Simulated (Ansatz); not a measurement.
## Property card for GeSb$_{4}$Te$_{4}$

Level of theory: Ansatz 0.2.0, DFT PBEsol, scalar-relativistic, plane waves, PAW.

Plane waves to 420 eV, a k mesh through Γ of 12×12×2 on the computed 9-atom cell and Gaussian smearing (0.10 eV); no spin polarisation.

The structure is relaxed at this level of theory with its symmetry kept. Whether it is the stable form of this composition wasn't checked.

Space group P-3m1 (No. 164). a = 4.267 Å, b = 4.267 Å, c = 17.007 Å, α = 90.00°, β = 90.00°, γ = 120.00°
```
atom site symmetry x y z
  Ge    1a      -3m.  0.0000  0.0000  0.0000
  Sb    2d       3m.  0.3333  0.6667  0.5459
  Sb    2d       3m.  0.6667  0.3333  0.7874
  Te    2d       3m.  0.3333  0.6667  0.9032
  Te    2c       3m.  0.0000  0.0000  0.6867
```

(1) Formation energy from the elements' standard states (uncorrected)?

(2) Kohn–Sham band gap?

(3) Density of states at the Fermi level?

(4) Löwdin character within 0.5 eV of the Fermi level?

(5) Bulk modulus?

(6) Its pressure derivative?

(7) Bader charges (e)?

Spin-orbit coupling is left out, which matters for the bands of heavy elements.

Answers

(1) -0.085 eV/atom.

(2) zero, with almost no states at the Fermi level.

(3) 0.00 states/eV per cell (so small that it hangs on the mesh: a semimetal, or crossings between mesh points).

(4) Sb 5p 52 %, Te 5p 19 %, Ge 4p 15 %.

(5) 41 GPa.

(6) 7.9.

(7) Ge (1 in the cell) 0.38, Sb (2 in the cell) 0.04, Sb (2 in the cell) 0.49, Te (2 in the cell) -0.41, Te (2 in the cell) -0.31.